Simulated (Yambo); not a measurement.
# Br (Cmce) in Yambo: convergence with bands in self energy

Aim: find how far bands in self energy must go before the results for Br settle, at LDA. This setting moves, with any that are tied to it; all else stays.

Program: Yambo 5.3.0. These are calculated values, not measurements. Logs are shortened: lines on timing, memory, paths and dates and some standing lists are left out, and cuts for length are marked.

### 1 The structure

The structure is orthorhombic, space group Cmce (No. 64). Conventional cell: a = 6.726 Å, b = 4.645 Å, c = 8.702 Å, α = 90.00°, β = 90.00°, γ = 90.00°. Br (site symmetry m) is surrounded by 1 Br at 2.29 Å.

### 2 With bands in self energy 34

g0w03.in

```
gw0
dyson
el_el_corr
rim_cut
HF_and_locXC
ppa
em1d
RandQpts= 1000000
RandGvec= 50 RL
EXXRLvcs= 44 Ry
VXCRLvcs= 44 Ry
Chimod= "HARTREE"
% BndsRnXp
 1 | 134 |
%
NGsBlkXp= 8 Ry
% LongDrXp
 1 | 1 | 1 |
%
PPAPntXp= 27.21138 eV
% GbndRnge
 1 | 34 |
%
GTermKind= "none"
DysSolver= "n"
ExtendOut
% QPkrange
 1 | 1 | 14 | 15 |
 6 | 6 | 14 | 15 |
%
```

scf.in

```
&CONTROL
  calculation = 'scf'
  prefix = 'pwscf'
  outdir = './tmp'
  pseudo_dir = './pseudo'
/
&SYSTEM
  ibrav = 0
  nat = 4
  ntyp = 1
  ecutwfc = 44
  nbnd = 21
  occupations = 'smearing'
  smearing = 'fd'
  degauss = 0.00367493
  force_symmorphic = .true.
/
&ELECTRONS
  conv_thr = 8d-10
  electron_maxstep = 120
  mixing_beta = 0.5
/
ATOMIC_SPECIES
Br    79.9040 Br.upf
CELL_PARAMETERS angstrom
   3.3632500000   -2.3225500000    0.0000000000
   3.3632500000    2.3225500000    0.0000000000
   0.0000000000    0.0000000000    8.7023000000
ATOMIC_POSITIONS crystal
Br     0.3651000000    0.6349000000    0.3901000000
Br     0.1349000000    0.8651000000    0.8901000000
Br     0.6349000000    0.3651000000    0.6099000000
Br     0.8651000000    0.1349000000    0.1099000000
K_POINTS automatic
8 8 4 0 0 0
```

nscf.in

```
&CONTROL
  calculation = 'nscf'
  prefix = 'pwscf'
  outdir = './tmp'
  pseudo_dir = './pseudo'
/
&SYSTEM
  ibrav = 0
  nat = 4
  ntyp = 1
  ecutwfc = 44
  nbnd = 134
  occupations = 'fixed'
  force_symmorphic = .true.
/
&ELECTRONS
  conv_thr = 1d-08
  diago_full_acc = .true.
  diago_thr_init = 1d-06
/
ATOMIC_SPECIES
Br    79.9040 Br.upf
CELL_PARAMETERS angstrom
   3.3632500000   -2.3225500000    0.0000000000
   3.3632500000    2.3225500000    0.0000000000
   0.0000000000    0.0000000000    8.7023000000
ATOMIC_POSITIONS crystal
Br     0.3651000000    0.6349000000    0.3901000000
Br     0.1349000000    0.8651000000    0.8901000000
Br     0.6349000000    0.3651000000    0.6099000000
Br     0.8651000000    0.1349000000    0.1099000000
K_POINTS automatic
4 4 2 0 0 0
```

Potentials or basis: PseudoDojo 0.4.1 SR LDA standard.

Launch:

```
> OMP_NUM_THREADS=1 pw.x -in scf.in > scf.out
> OMP_NUM_THREADS=1 pw.x -in nscf.in > nscf.out
> cd tmp/pwscf.save; p2y; mv SAVE ../..; cd ../..
> OMP_NUM_THREADS=1 yambo
> mkdir -p g0w03; ln -s $PWD/g0w00/ndb.pp* g0w03/
> mkdir -p g0w03; ln -s $PWD/g0w00/ndb.RIM g0w03/
> OMP_NUM_THREADS=1 yambo -F g0w03.in -J g0w03 -C g0w03_out
```

Yambo's report:

```text
[... sections 02.01 to 02.04 as in the set-up run ...]

  [02.05] Energies & Occupations
  ==============================

  [X] === General ===
  [X] Electronic Temperature                        :  0.000000  0.000000 [eV K]
  [X] Bosonic    Temperature                        :  0.000000  0.000000 [eV K]
  [X] Finite Temperature mode                       : no
  [X] El. density                                   :  0.20595E+24 [cm-3]
  [X] Fermi Level                                   :  1.313975 [eV]

  [X] === Gaps and Widths ===
  [X] Conduction Band Min                           :  1.714600 [eV]
  [X] Valence Band Max                              :  0.000000 [eV]
  [X] Filled Bands                                  :  14
  [X] Empty Bands                                   :   15  134
  [X] Direct Gap                                    :  1.745058 [eV]
  [X] Direct Gap localized at k                     :  1
  [X] Indirect Gap                                  :  1.714600 [eV]
  [X] Indirect Gap between kpts                     :   6   1
  [X] Last valence band width                       :  0.644751 [eV]
  [X] 1st conduction band width                     :  0.695640 [eV]

 [03] Transferred momenta grid and indexing
 ==========================================

 IBZ Q-points                                      :  14
 BZ  Q-points                                      :   32

 K/Q-points units:
 rlu = crystal or reduced units; cc = cartesian coordinates; iku = interal k-units

 Q [ 1]         [rlu]:  0.000000  0.000000  0.000000
 Q [ 2]         [rlu]:  0.000000  0.000000 -0.500000
 Q [ 3]         [rlu]:  0.95677E-16  0.25000       0.0000
 Q [ 4]         [rlu]:  0.95677E-16  0.25000     -0.50000
 Q [ 5]         [rlu]: -0.19135E-15 -0.50000       0.0000
 Q [ 6]         [rlu]: -0.19135E-15 -0.50000     -0.50000
 Q [ 7]         [rlu]:  0.250000  0.250000  0.000000
 Q [ 8]         [rlu]:  0.250000  0.250000 -0.500000
 Q [ 9]         [rlu]:  0.250000  0.500000  0.000000
 Q [10]         [rlu]:  0.250000  0.500000  0.500000
 Q [11]         [rlu]:  0.250000 -0.250000  0.000000
 Q [12]         [rlu]:  0.250000 -0.250000 -0.500000
 Q [13]         [rlu]: -0.500000 -0.500000  0.000000
 Q [14]         [rlu]: -0.500000 -0.500000 -0.500000

 [04] Coloumb potential Random Integration (RIM)
 ===============================================

 Summary of Coulomb integrals for non-metallic bands |Q|[au] RIM/Bare

 Q [1] 0.100000E-4 0.988137 * Q [2] 0.191037 1.018097
 Q [3] 0.217470 1.068508 * Q [7] 0.247151 1.095518
 Q [4] 0.289462 1.045677 * Q [8] 0.312376 1.054035
 Q [11] 0.357895 1.026327 * Q [12] 0.405690 1.021485
 Q [9] 0.411655 1.030831 * Q [5] 0.434940 1.021394
 Q [10] 0.453823 1.024173 * Q [6] 0.475045 1.018253
 Q [13] 0.494301 1.024801 * Q [14] 0.529933 1.020804

 [05] Dipoles
 ============

  [05.01] Setup: observables and procedures
  =========================================

  [WARNING] [x,Vnl] slows the Dipoles computation. To neglect it rename the ns.kb_pp file
  [WF-Oscillators/G space/Transverse up loader] Normalization (few states)  min/max  :  0.45575E-17   1.0000

  [WR./g0w03//ndb.dipoles]--------------------------------------------------------
[... 45 lines left out ...]
  Exchange summation bands                         :  14
  RIM RL components                                :   51
  RIM random points                                :  1000000

 [xc] E_xc :  -10.17034 [Ha]
      E_xc :  -20.34068 [Ry]

  Local XC kind (lXC) : Slater exchange(X)+Perdew & Wang(C)
  Non-Local XC kind (nlXC) : Hartree-Fock

  Corrections @ K [1] :  [eV]
 <14|nlXC|14> = -16.92386  0.21185E-16 <14|lXC|14> = -13.01787  0.37763E-15
 <15|nlXC|15> = -8.661752 -0.31231E-17 <15|lXC|15> = -12.59853  0.000000

  Corrections @ K [6] :  [eV]
 <14|nlXC|14> = -16.57791  0.69969E-18 <14|lXC|14> = -13.08438  0.94408E-16
 <15|nlXC|15> = -8.620951 -0.45359E-17 <15|lXC|15> = -12.79503 -0.41304E-16

 [08] Dyson equation: Newton solver
 ==================================

  [08.01] G0W0 (W PPA)
  ====================

  [  GW  ] Bands range     :    1   34
  [GW/PPA] G damping       :  0.100000 [eV]

  QP @ state[ 1 ] K range:  1  1
  QP @ state[ 1 ] b range:  14  15
  QP @ state[ 2 ] K range:   6   6
  QP @ state[ 2 ] b range:  14  15
[... 43 lines left out ...]
   :: Time ordering fails/rest    :  0.496253
   :: Mean rel dev of PP cond     :  0.265831
   Current Q-pt index             :  12
   :: PP condition fails/total    :  0.265971
   :: Time ordering fails/rest    :  0.500772
   :: Mean rel dev of PP cond     :  0.265967
   Current Q-pt index             :  13
   :: PP condition fails/total    :  0.266331
   :: Time ordering fails/rest    :  0.500363
   :: Mean rel dev of PP cond     :  0.266327
   Current Q-pt index             :  14
   :: PP condition fails/total    :  0.265776
   :: Time ordering fails/rest    :  0.499494
   :: Mean rel dev of PP cond     :  0.265772

  [08.02] QP properties and I/O
  =============================

  Legend (energies in eV)
  - B  : Band       - Eo  : bare energy
  - E  : QP energy  - Z   : Renormalization factor
  - So : Sc(Eo)     - S   : Sc(E)
  - dSp: Sc derivative precision

  - lXC: Local XC (Slater exchange(X)+Perdew & Wang(C))
  -nlXC: non-Local XC (Hartree-Fock)

  QP [eV] @ K [1] (iku):  0.000000  0.000000  0.000000
   B=14 Eo= -0.03 E= -0.15 E-Eo= -0.12 Re(Z)=0.80 Im(Z)=-0.176000E-2 nlXC= -16.9239 lXC= -13.0179 So=  3.75722
   B=15 Eo=  1.71 E=  3.61 E-Eo=  1.90 Re(Z)=0.81 Im(Z)=-0.163996E-2 nlXC= -8.66175 lXC= -12.5985 So= -1.58063

  QP [eV] @ K [6] (iku): -0.250000 -0.362021 -0.500000
   B=14 Eo=  0.00 E=  0.01 E-Eo=  0.01 Re(Z)=0.80 Im(Z)=-0.162935E-2 nlXC= -16.5779 lXC= -13.0844 So=  3.50112
   B=15 Eo=  2.11 E=  4.11 E-Eo=  2.00 Re(Z)=0.80 Im(Z)=-0.201775E-2 nlXC= -8.62095 lXC= -12.7950 So= -1.67649

  [WR./g0w03//ndb.QP]-------------------------------------------------------------
   Lattice constants                                :   6.35562   6.35562  16.44496
   Coulomb cutoff potential                         : none
   Electronic Temperature                           :  0.000000 [K]
   Bosonic    Temperature                           :  0.000000 [K]
   Green`s function   energies                      : Slater exchange(X)+Perdew & Wang(C)
   wavefunctions                                    : Slater exchange(X)+Perdew & Wang(C)
   PPA    diel. fun.  energies                      : Slater exchange(X)+Perdew & Wang(C)
   wavefunctions                                    : Slater exchange(X)+Perdew & Wang(C)
   QP tot states                                    :   4
   GW solver                                        : Newton
   GW approximation                                 : PPA
   PPA imaginary Energy                             :  27.21138 ev
   RIM G`s                                          :   51
   RIM random pts                                   :  1000000
   dS/dw steps                                      :  2
   dS/dw step                                       :  0.100000 ev
   X G`s                                            :   365 used
   X G`s                                            :   365 disk
   X bands                                          :    1  134
   X poles                                          :  100.0000 o/o
   X e/h E range                                    : -1.000000 -1.000000 ev
   X Hxc Kernel                                     : HARTREE
   X BZ energy Double Grid                          : no
   X Optical Averaged directions                    : none
   Sc/G bands                                       :    1   34
   Sc/G damping                                     :  0.100000 ev
   Sc bands terminator                              : no
   Sx RL components                                 :   4527

   QP @ state[ 1 ] K range                          :  1  1
   QP @ state[ 1 ] b range                          :  14  15
   QP @ state[ 2 ] K range                          :   6   6
   QP @ state[ 2 ] b range                          :  14  15
   GF energies kind                                 : Slater exchange(X)+Perdew & Wang(C)
   GF WF`s kind                                     : Slater exchange(X)+Perdew & Wang(C)
   Xs energies kind                                 : Slater exchange(X)+Perdew & Wang(C)
   Xs WF`s kind                                     : Slater exchange(X)+Perdew & Wang(C)
```

What came out:

| Item | Value |
| --- | --- |
| Band gap on the k mesh, mean-field level | 1.71 eV, indirect (least direct gap 1.75 eV) |
| Quasiparticle gap | 3.60 eV |
| Least direct quasiparticle gap | 3.76 eV |
| Quasiparticle gap at Γ | 3.76 eV |
| Band gap of the same states before the correction | 1.70 eV |

### 3 With bands in self energy 54

g0w04.in

```
gw0
dyson
el_el_corr
rim_cut
HF_and_locXC
ppa
em1d
RandQpts= 1000000
RandGvec= 50 RL
EXXRLvcs= 44 Ry
VXCRLvcs= 44 Ry
Chimod= "HARTREE"
% BndsRnXp
 1 | 134 |
%
NGsBlkXp= 8 Ry
% LongDrXp
 1 | 1 | 1 |
%
PPAPntXp= 27.21138 eV
% GbndRnge
 1 | 54 |
%
GTermKind= "none"
DysSolver= "n"
ExtendOut
% QPkrange
 1 | 1 | 14 | 15 |
 6 | 6 | 14 | 15 |
%
```

scf.in is that of step 2.

nscf.in is that of step 2.

Potentials or basis: PseudoDojo 0.4.1 SR LDA standard.

Launch:

```
> OMP_NUM_THREADS=1 pw.x -in scf.in > scf.out
> OMP_NUM_THREADS=1 pw.x -in nscf.in > nscf.out
> cd tmp/pwscf.save; p2y; mv SAVE ../..; cd ../..
> OMP_NUM_THREADS=1 yambo
> mkdir -p g0w04; ln -s $PWD/g0w00/ndb.pp* g0w04/
> mkdir -p g0w04; ln -s $PWD/g0w00/ndb.RIM g0w04/
> OMP_NUM_THREADS=1 yambo -F g0w04.in -J g0w04 -C g0w04_out
```

Results (log left out):

- Band gap on the k mesh, mean-field level: 1.71 eV, indirect (least direct gap 1.75 eV)
- Quasiparticle gap: 3.57 eV
- Least direct quasiparticle gap: 3.76 eV
- Quasiparticle gap at Γ: 3.76 eV
- Band gap of the same states before the correction: 1.70 eV

### 4 With bands in self energy 94

g0w05.in

```
gw0
dyson
el_el_corr
rim_cut
HF_and_locXC
ppa
em1d
RandQpts= 1000000
RandGvec= 50 RL
EXXRLvcs= 44 Ry
VXCRLvcs= 44 Ry
Chimod= "HARTREE"
% BndsRnXp
 1 | 134 |
%
NGsBlkXp= 8 Ry
% LongDrXp
 1 | 1 | 1 |
%
PPAPntXp= 27.21138 eV
% GbndRnge
 1 | 94 |
%
GTermKind= "none"
DysSolver= "n"
ExtendOut
% QPkrange
 1 | 1 | 14 | 15 |
 6 | 6 | 14 | 15 |
%
```

scf.in is that of step 3.

nscf.in is that of step 3.

Launch:

```
> OMP_NUM_THREADS=1 pw.x -in scf.in > scf.out
> OMP_NUM_THREADS=1 pw.x -in nscf.in > nscf.out
> cd tmp/pwscf.save; p2y; mv SAVE ../..; cd ../..
> OMP_NUM_THREADS=1 yambo
> mkdir -p g0w05; ln -s $PWD/g0w00/ndb.pp* g0w05/
> mkdir -p g0w05; ln -s $PWD/g0w00/ndb.RIM g0w05/
> OMP_NUM_THREADS=1 yambo -F g0w05.in -J g0w05 -C g0w05_out
```

The run converged. Its results:

```yaml
Band_gap_on_the_k_mesh_mean-field_level: 1.71 eV, indirect (least direct gap 1.75 eV)
Quasiparticle_gap: 3.55 eV
Least_direct_quasiparticle_gap: 3.73 eV
Quasiparticle_gap_at_Γ: 3.73 eV
Band_gap_of_the_same_states_before_the_correction: 1.70 eV
```

### 5 With bands in self energy 134

g0w01.in

```
gw0
dyson
el_el_corr
rim_cut
HF_and_locXC
ppa
em1d
RandQpts= 1000000
RandGvec= 50 RL
EXXRLvcs= 44 Ry
VXCRLvcs= 44 Ry
Chimod= "HARTREE"
% BndsRnXp
 1 | 134 |
%
NGsBlkXp= 8 Ry
% LongDrXp
 1 | 1 | 1 |
%
PPAPntXp= 27.21138 eV
% GbndRnge
 1 | 134 |
%
GTermKind= "none"
DysSolver= "n"
ExtendOut
% QPkrange
 1 | 1 | 14 | 15 |
 6 | 6 | 14 | 15 |
%
```

scf.in is that of step 4.

nscf.in is that of step 4.

Launch:

```
> OMP_NUM_THREADS=1 pw.x -in scf.in > scf.out
> OMP_NUM_THREADS=1 pw.x -in nscf.in > nscf.out
> cd tmp/pwscf.save; p2y; mv SAVE ../..; cd ../..
> OMP_NUM_THREADS=1 yambo
> mkdir -p g0w01; ln -s $PWD/g0w00/ndb.pp* g0w01/
> mkdir -p g0w01; ln -s $PWD/g0w00/ndb.RIM g0w01/
> OMP_NUM_THREADS=1 yambo -F g0w01.in -J g0w01 -C g0w01_out
```

The run converged. Its results:

| Item | Value |
| --- | --- |
| Band gap on the k mesh, mean-field level | 1.71 eV, indirect (least direct gap 1.75 eV) |
| Quasiparticle gap | 3.54 eV |
| Least direct quasiparticle gap | 3.72 eV |
| Quasiparticle gap at Γ | 3.72 eV |
| Band gap of the same states before the correction | 1.70 eV |

### 6 The series at a glance

```
bands in self energy  quasiparticle gap at the points computed (eV)
                  34                                          3.596
                  54                                          3.571
                  94                                          3.551
                 134                                          3.540
```

Against the tightest run, the quasiparticle gap at the points computed stays within 0.05 eV from 54 on. The tightest run that finished is the yardstick and may itself not be fully converged.

Caveats: this version prints the column dSc/dw multiplied by 27.2; the quasiparticle gap listed is the Kohn-Sham gap on the denser mesh of the self-consistent run plus the correction found on the GW mesh, so it differs from the gap in the log.
